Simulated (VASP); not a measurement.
# Cd: nudged elastic band

Cd, defect, 15 atoms in the cell. PBE, nudged elastic band; PAW potentials Cd (PBE set).

Path: a Cd atom hops into a neighbouring Cd vacancy; Moving images: 3.

## Input

INCAR.step1:
```
SYSTEM = Cd
PREC = Normal
ENCUT = 300
EDIFF = 1E-6
ISMEAR = 1
SIGMA = 0.1
LREAL = .False.
LASPH = .True.
NELM = 100
ALGO = Normal
LWAVE = .False.
LCHARG = .False.
IBRION = 2
NSW = 100
ISIF = 2
EDIFFG = -0.02
POTIM = 0.5
KPAR = 6
```

INCAR.step3:
```
SYSTEM = Cd
PREC = Normal
ENCUT = 300
EDIFF = 1E-6
ISMEAR = 1
SIGMA = 0.1
LREAL = .False.
LASPH = .True.
NELM = 100
ALGO = Normal
LWAVE = .False.
LCHARG = .False.
IBRION = 1
POTIM = 0.3
NSW = 100
EDIFFG = -0.05
SPRING = -5
IMAGES = 3
KPAR = 2
```

KPOINTS:
```
k-points
0
Gamma
  4 4 2
```

00/POSCAR:
```
Cd
1.0
    5.9577400000      0.0000000000      0.0000000000
   -2.9788700000      5.1595541892      0.0000000000
    0.0000000000      0.0000000000     11.2353000000
Cd
15
Direct
    0.3333333333      0.1666666666      0.8750000000
    0.3345347095      0.6672673547      0.3750000000
    0.3312449796      0.6656224897      0.8750000000
    0.8327326452      0.1654652904      0.3750000000
    0.8343775102      0.1687550203      0.8750000000
    0.8327326452      0.6672673547      0.3750000000
    0.8343775102      0.6656224897      0.8750000000
    0.1685660895      0.3314339105      0.1353505138
    0.1685660895      0.3314339105      0.6146494862
    0.1685660895      0.8371321791      0.1353505138
    0.1685660895      0.8371321791      0.6146494862
    0.6628678208      0.3314339105      0.1353505138
    0.6628678208      0.3314339105      0.6146494862
    0.6666666666      0.8333333333      0.1225631666
    0.6666666666      0.8333333333      0.6274368334
```

01/POSCAR:
```
Cd
1.0
    5.9577400000      0.0000000000      0.0000000000
   -2.9788700000      5.1595541892      0.0000000000
    0.0000000000      0.0000000000     11.2353000000
Cd
15
Direct
    0.3327954492      0.1749576490      0.8750030109
    0.3338069775      0.5502791435      0.3749877752
    0.3317834290      0.6744981397      0.8750044107
    0.8297755147      0.1722816233      0.3749998906
    0.8343461094      0.1765688794      0.8750025733
    0.8359913817      0.6762612259      0.3749997715
    0.8344053068      0.6749760249      0.8750024240
    0.1679004181      0.3405728536      0.1344235524
    0.1679002915      0.3405726946      0.6155765732
    0.1687893327      0.8439503533      0.1356585746
    0.1687893224      0.8439503596      0.6143413962
    0.6640365701      0.3404222952      0.1319313098
    0.6640366062      0.3404222815      0.6180686791
    0.6661549275      0.8418098637      0.1255303214
    0.6661550291      0.8418099459      0.6244697032
```

02/POSCAR:
```
Cd
1.0
    5.9577400000      0.0000000000      0.0000000000
   -2.9788700000      5.1595541892      0.0000000000
    0.0000000000      0.0000000000     11.2353000000
Cd
15
Direct
    0.3322870583      0.1828519061      0.8750052112
    0.3341721925      0.4337866727      0.3749832950
    0.3322984270      0.6829271498      0.8750052093
    0.8275230441      0.1805734826      0.3749998228
    0.8343290596      0.1838015832      0.8750035386
    0.8384080910      0.6858758723      0.3749996524
    0.8344158937      0.6840629290      0.8750019435
    0.1674475126      0.3506664459      0.1337977881
    0.1674472115      0.3506662836      0.6162025460
    0.1687570528      0.8503679441      0.1356046826
    0.1687571002      0.8503679515      0.6143952215
    0.6652085375      0.3490606525      0.1286198865
    0.6652086263      0.3490605773      0.6213800957
    0.6652033849      0.8496318591      0.1286802770
    0.6652034738      0.8496320233      0.6213197053
```

03/POSCAR:
```
Cd
1.0
    5.9577400000      0.0000000000      0.0000000000
   -2.9788700000      5.1595541892      0.0000000000
    0.0000000000      0.0000000000     11.2353000000
Cd
15
Direct
    0.3317832262      0.1906204054      0.8750044118
    0.3338070020      0.3168631169      0.3749881963
    0.3327956118      0.6911730956      0.8750030116
    0.8297755013      0.1908308542      0.3749999447
    0.8343461293      0.1911097144      0.8750025709
    0.8359913766      0.6930636214      0.3749997690
    0.8344053255      0.6927673323      0.8750013457
    0.1679004835      0.3606678429      0.1344239546
    0.1679003251      0.3606678772      0.6155762076
    0.1687893631      0.8581550062      0.1356589490
    0.1687893891      0.8581550065      0.6143409944
    0.6661550057      0.3576803249      0.1255286077
    0.6661551072      0.3576803050      0.6244714018
    0.6640363985      0.8569493750      0.1319328852
    0.6640364213      0.8569494551      0.6180670797
```

04/POSCAR:
```
Cd
1.0
    5.9577400000      0.0000000000      0.0000000000
   -2.9788700000      5.1595541892      0.0000000000
    0.0000000000      0.0000000000     11.2353000000
Cd
15
Direct
    0.3312448956      0.1989557811      0.8750000000
    0.3345348223      0.2006007444      0.3750000000
    0.3333333333      0.6999999999      0.8750000000
    0.8327325888      0.2006007444      0.3750000000
    0.8343775521      0.1989557811      0.8750000000
    0.8327325888      0.6987985109      0.3750000000
    0.8343775521      0.7020884376      0.8750000000
    0.1685661869      0.3704657073      0.1353513136
    0.1685661869      0.3704657073      0.6146486864
    0.1685661869      0.8647671463      0.1353513136
    0.1685661869      0.8647671463      0.6146486864
    0.6666666666      0.3666666667      0.1225621012
    0.6666666666      0.3666666667      0.6274378988
    0.6628676260      0.8647671463      0.1353513136
    0.6628676260      0.8647671463      0.6146486864
```

POSCAR.step1:
```
Cd
1.0
    5.9577400000      0.0000000000      0.0000000000
   -2.9788700000      5.1595541892      0.0000000000
    0.0000000000      0.0000000000     11.2353000000
Cd
15
Direct
    0.3333333333      0.1666666666      0.8750000000
    0.3333333333      0.6666666666      0.3750000000
    0.3333333333      0.6666666666      0.8750000000
    0.8333333333      0.1666666666      0.3750000000
    0.8333333333      0.1666666666      0.8750000000
    0.8333333333      0.6666666666      0.3750000000
    0.8333333333      0.6666666666      0.8750000000
    0.1666666666      0.3333333334      0.1250000000
    0.1666666666      0.3333333334      0.6250000000
    0.1666666666      0.8333333333      0.1250000000
    0.1666666666      0.8333333333      0.6250000000
    0.6666666666      0.3333333334      0.1250000000
    0.6666666666      0.3333333334      0.6250000000
    0.6666666666      0.8333333333      0.1250000000
    0.6666666666      0.8333333333      0.6250000000
```

POSCAR.step2:
```
Cd
1.0
    5.9577400000      0.0000000000      0.0000000000
   -2.9788700000      5.1595541892      0.0000000000
    0.0000000000      0.0000000000     11.2353000000
Cd
15
Direct
    0.3333333333      0.1666666666      0.8750000000
    0.3333333333      0.1666666666      0.3750000000
    0.3333333333      0.6666666666      0.8750000000
    0.8333333333      0.1666666666      0.3750000000
    0.8333333333      0.1666666666      0.8750000000
    0.8333333333      0.6666666666      0.3750000000
    0.8333333333      0.6666666666      0.8750000000
    0.1666666666      0.3333333334      0.1250000000
    0.1666666666      0.3333333334      0.6250000000
    0.1666666666      0.8333333333      0.1250000000
    0.1666666666      0.8333333333      0.6250000000
    0.6666666666      0.3333333334      0.1250000000
    0.6666666666      0.3333333334      0.6250000000
    0.6666666666      0.8333333333      0.1250000000
    0.6666666666      0.8333333333      0.6250000000
```

Commands (each step's output is kept before the next begins):
```
cat potpaw_PBE.64/Cd/POTCAR > POTCAR
cp INCAR.step1 INCAR
cp POSCAR.step1 POSCAR
mpirun -np 6 vasp_std > vasp.out
cp POSCAR.step2 POSCAR
mpirun -np 6 vasp_std > vasp.out
# 00 and 04 hold the relaxed ends; the images between are interpolated (pair-distance (IDPP))
cp INCAR.step3 INCAR
mpirun -np 6 vasp_std > vasp.out
```

## Result

- Barrier (eV): 0.085
- Barrier of the reverse step (eV): 0.085
- Energy of the second end over the first (eV): 0.000
- Top of the path (share of its length): 0.50
- Length of the path (Å): 3.41
- Steps of the band: 12
- Ionic steps, all stages: 60
- Electronic steps, all stages: 523

Energy along the relaxed band:

| Image | Distance along the path (Å) | Energy above the first end (eV) | Slope along the path (eV/Å) | Largest force across the path (eV/Å) |
|---|---|---|---|---|
| 0 | 0.000 | 0.000 | relaxed end |  |
| 1 | 0.848 | 0.047 | 0.076 | 0.041 |
| 2 | 1.705 | 0.085 | 0.001 | 0.046 |
| 3 | 2.562 | 0.047 | -0.071 | 0.042 |
| 4 | 3.410 | 0.000 | relaxed end |  |

The cell is Cd (16 atoms) with one Cd atom missing.

The two ends have the same energy within 0.01 eV.

Limits: the cell holds 15 atoms, so the vacancy or interstitial meets its own images and the barrier isn't that of a lone defect; the atom stays on the straight, symmetric line between the sites, so the barrier is an upper bound: a way around it wasn't tried.

VASP 6.6.1 took 1143 s on 6 cores (AMD EPYC 9R45 (Zen 5)), a shared host.
